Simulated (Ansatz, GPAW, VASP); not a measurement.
## InPd: 3 runs at one level of theory

```xyz
2
Lattice="3.2719 0.0000 0.0000 0.0000 3.2719 0.0000 0.0000 0.0000 3.2719" Properties=species:S:1:pos:R:3 pbc="T T T"
In    0.0000    0.0000    0.0000
Pd    1.6359    1.6359    1.6359
```

The cell comes from a database or a generator and needn't be the stable form of this composition.

Alike in all runs: task single point; functional PBE; k mesh 8 × 8 × 8; occupations gaussian, width 0.012 eV; no spin polarisation; no spin-orbit coupling. Pressure is positive in compression and, in plane waves, holds the error of the finite cutoff, which Ansatz's Pulay term estimates and takes out.

```csv
program and potentials,plane-wave cutoff (eV),notes,band gap (eV),pressure (GPa)
"Ansatz, Ansatz PAW",420,15.5 valence electrons an atom on average; Pulay term of +0.08 GPa included,no gap,3.74
"VASP, PBE PAW files In_d, Pd, 520 eV",520,11.5 valence electrons an atom on average,no gap,3.84
"GPAW, GPAW PAW data sets (gpaw-data 1.2.1)",600,14.5 valence electrons an atom on average,no gap,3.36
```

None finds a gap. The pressure spans 3.36 (GPAW, GPAW PAW data sets (gpaw-data 1.2.1)) to 3.84 GPa (VASP, PBE PAW files In_d, Pd, 520 eV).

Differences between rows come from potentials, basis sets and numerical settings, since the functional is the same but for its coding. Runs on potential files found faulty are left out.

All three runs describe CsCl-type InPd as a metal under compression, so at this level of theory the cubic cell would expand if its volume were relaxed. The sign of the pressure is secure, as the spread between programs is small beside the pressure itself. PBE tends to bind late 4d metals and their intermetallics too weakly, so a cell close to the experimental volume would show such a pressure; whether this cell is one can't be told from the data.

The missing gap is what the bonding leads one to expect. Broad In 5s and 5p states mix with the Pd states and cross the Fermi level, while the Pd 4d band is probably almost filled and lies mostly below it. The electronegativity difference is far too small for an ionic gap.

The pressure doesn't follow the number of valence electrons: GPAW, with the middle count, gives the lowest value. Semicore treatment alone therefore doesn't account for the spread. A single volume yields neither the equilibrium lattice constant nor the bulk modulus.
